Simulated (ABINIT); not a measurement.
# Bi (Im-3m) in ABINIT: notebook, part 2 of 2

ABINIT 10.8.3 (patched build). Earlier steps stand in the parts before.

## (4) Single point, r2SCAN

run.abi reads:

```
pp_dirpath "./"
pseudos "Bi.GGA_PBE-JTH.xml"

acell 3.4319383527 3.4319383527 3.4319383527 Angstrom
rprim
    -0.5773502692     0.5773502692     0.5773502692
     0.5773502692    -0.5773502692     0.5773502692
     0.5773502692     0.5773502692    -0.5773502692
ntypat 1
znucl 83
natom 1
typat 1
xred
     0.0000000000     0.0000000000     0.0000000000

ecut 18.0
pawecutdg 36.0

kptopt 1
ngkpt 7 7 7
nshiftk 1
shiftk 0.0 0.0 0.0

ixc -497498
usekden 1
pawxcdev 0

nband 12
occopt 3
tsmear 0.05 eV

nstep 100
tolvrs 1.0e-7

iomode 3
prtwf 0
prtden 0
prteig 0
prtebands 0
enunit 1
```

Potentials or basis: JTH PAW PBE v2.0.

Run with:

```
$ abinit run.abi > log 2>&1
```

run.abo:

```text
.Version 10.8.3 of ABINIT
 Symmetries : space group Im -3 m (#229); Bravais cI (body-center cubic)
================================================================================
 Values of the parameters that define the memory need of the present run
     intxc =       0    ionmov =       0      iscf =      17    lmnmax =      18
     lnmax =       6     mgfft =      27  mpssoang =       3    mqgrid =    3001
     natom =       1  nloc_mem =       2    nspden =       1   nspinor =       1
    nsppol =       1      nsym =      48    n1xccc =       1    ntypat =       1
    occopt =       3   xclevel =       2
       mpw =         772          nfft =       19683          nkpt =          20
 PAW method is used; the additional fine FFT grid is defined by:
   mgfftf=        36    nfftf =     46656
================================================================================
================================================================================

--------------------------------------------------------------------------------
------------- Echo of variables that govern the present computation ------------
--------------------------------------------------------------------------------
 -outvars: echo values of preprocessed input variables --------
            acell      6.4854235676E+00  6.4854235676E+00  6.4854235676E+00 Bohr
              amu      2.08980370E+02
             ecut      1.80000000E+01 Hartree
           enunit           1
              ixc     -497498
         kptrlatt        7    0    0      0    7    0      0    0    7
          kptrlen      4.53979650E+01
            natom           1
            nband          12
            ngfft          27      27      27
          ngfftdg          36      36      36
             nkpt          20
            nstep         100
             nsym          48
           ntypat           1
           occopt           3
        pawecutdg      3.60000000E+01 Hartree
         pawxcdev           0
           prtden           0
        prtebands           0
           prteig           0
          prtkden           1
            prtwf           0
            rprim     -5.7735026920E-01  5.7735026920E-01  5.7735026920E-01
                       5.7735026920E-01 -5.7735026920E-01  5.7735026920E-01
                       5.7735026920E-01  5.7735026920E-01 -5.7735026920E-01
          spgroup         229
           tolvrs      1.00000000E-07
           tsmear      1.83746611E-03 Hartree
            typat      1
          usekden           1
           useylm           1
[... 127 lines left out ...]
    1     -0.00000000000000    -0.00000000000000    -0.00000000000000
 frms,max,avg= 0.0000000E+00 0.0000000E+00   0.000E+00  0.000E+00  0.000E+00 h/b

 cartesian forces (eV/Angstrom) at end:
    1     -0.00000000000000    -0.00000000000000    -0.00000000000000
 frms,max,avg= 0.0000000E+00 0.0000000E+00   0.000E+00  0.000E+00  0.000E+00 e/A
 length scales=  6.485423567602  6.485423567602  6.485423567602 bohr
              =  3.431938352700  3.431938352700  3.431938352700 angstroms
 Fermi (or HOMO) energy (eV) =   7.78502   Average Vxc (eV)= -10.03682
 Eigenvalues (   eV  ) for nkpt=  20  k points:
 kpt#   1, nband= 12, wtk=  0.00292, kpt=  0.0000  0.0000  0.0000 (reduced coord)
 -15.95720  -15.95720  -15.95720  -15.81577  -15.81577   -6.29347   13.17464   13.17464
  13.17464   17.95620   19.18262   19.18265
 prteigrs : prtvol=0 or 1, do not print more k-points.

--- !EnergyTerms
iteration_state     : {dtset: 1, }
comment             : Components of total free energy in Hartree
kinetic             :  4.61956362591229E+00
hartree             :  1.75894452106392E+01
xc                  : -2.37863223666228E+00
Ewald energy        : -5.46707112920566E+01
psp_core            :  1.99756965260784E+00
local_psp           : -5.91067377557134E+01
PAW spherical_terms :  7.33416544379282E+01
internal            : -1.86078483573448E+01
'-kT*entropy'       : -3.29173433017997E-04
total_energy        : -1.86081775307778E+01
total_energy_eV     : -5.06354306123781E+02
...

--- !EnergyTermsDC
iteration_state     : {dtset: 1, }
comment             : '"Double-counting" decomposition of free energy'
band_energy         : -5.49034764932177E+00
Ewald energy        : -5.46707112920566E+01
psp_core            :  1.99756965260784E+00
xc_dc               : -1.71040279384209E+01
PAW spherical_terms :  5.66597594036325E+01
internal            : -1.86077578235589E+01
'-kT*entropy'       : -3.29173433017997E-04
total_energy_dc     : -1.86080869969919E+01
total_energy_dc_eV  : -5.06351842573964E+02
...

--- !EnergyTermsWithPAWCore
iteration_state     : {dtset: 1, }
comment             : 'Components of total free energy, including PAW core contributions'
Total energy        : -2.15314616337477E+04
Total energy DC     : -2.15314615432139E+04
Total energy (eV)   : -5.85900918956429E+05
Total energy DC (eV): -5.85900916492879E+05
...

 Cartesian components of stress tensor (hartree/bohr^3)
  sigma(1 1)=  2.02929356E-05  sigma(3 2)=  0.00000000E+00
  sigma(2 2)=  2.02929356E-05  sigma(3 1)=  0.00000000E+00
  sigma(3 3)=  2.02929356E-05  sigma(2 1)=  0.00000000E+00

-Cartesian components of stress tensor (GPa)         [Pressure= -5.9704E-01 GPa]
- sigma(1 1)=  5.97038778E-01  sigma(3 2)=  0.00000000E+00
- sigma(2 2)=  5.97038778E-01  sigma(3 1)=  0.00000000E+00
- sigma(3 3)=  5.97038778E-01  sigma(2 1)=  0.00000000E+00

== END DATASET(S) ==============================================================
================================================================================

 -outvars: echo values of variables after computation  --------
            acell      6.4854235676E+00  6.4854235676E+00  6.4854235676E+00 Bohr
           etotal     -1.8608086997E+01
            fcart     -0.0000000000E+00 -0.0000000000E+00 -0.0000000000E+00
            rprim     -5.7735026920E-01  5.7735026920E-01  5.7735026920E-01
                       5.7735026920E-01 -5.7735026920E-01  5.7735026920E-01
                       5.7735026920E-01  5.7735026920E-01 -5.7735026920E-01
           strten      2.0292935603E-05  2.0292935603E-05  2.0292935603E-05
                       0.0000000000E+00  0.0000000000E+00  0.0000000000E+00
 Calculation completed.
```

Wall time 27 s (1 thread of Arm Neoverse V1, shared host); peak memory 0.12 GiB.

Results:

```yaml
Free_energy: -506.3518 eV
Band_gap_on_the_k_mesh: none (metal or under the smearing width)
Valence_electrons_inside_the_program's_atomic_spheres: Bi 12.14 (radii [1.2765] Å)
```

Caveat: the cutoff is too short for stress, so the log's stress isn't used; totals of a meta-GGA on PAW files have another zero than those of a GGA; the PAW data sets were made with another functional, which shifts forces and pressure a little; spin-orbit coupling is left out, which moves the levels of the heavy elements.

## (5) Overview

```csv
level,k mesh,cutoff (eV),fine-grid cutoff,gap on the mesh (eV)
PBE,7 × 7 × 7,408,816.342 eV,none
r2SCAN,12 × 12 × 12,490,979.61 eV,none
r2SCAN,7 × 7 × 7,490,979.61 eV,none
```

Alike in all rows: task single point; potentials or basis JTH PAW PBE v2.0; no spin polarisation; cell as given; smearing fermi-dirac 0.05 eV.

Every run on the cell as given and a fine mesh finds a metal.

Caveats: spin-orbit coupling is left out, which moves the levels of the heavy elements; totals of a meta-GGA on PAW files have another zero than those of a GGA (some runs); the PAW data sets were made with another functional, which shifts forces and pressure a little (some runs).

Absolute energies hang on the potentials; compare differences alone.
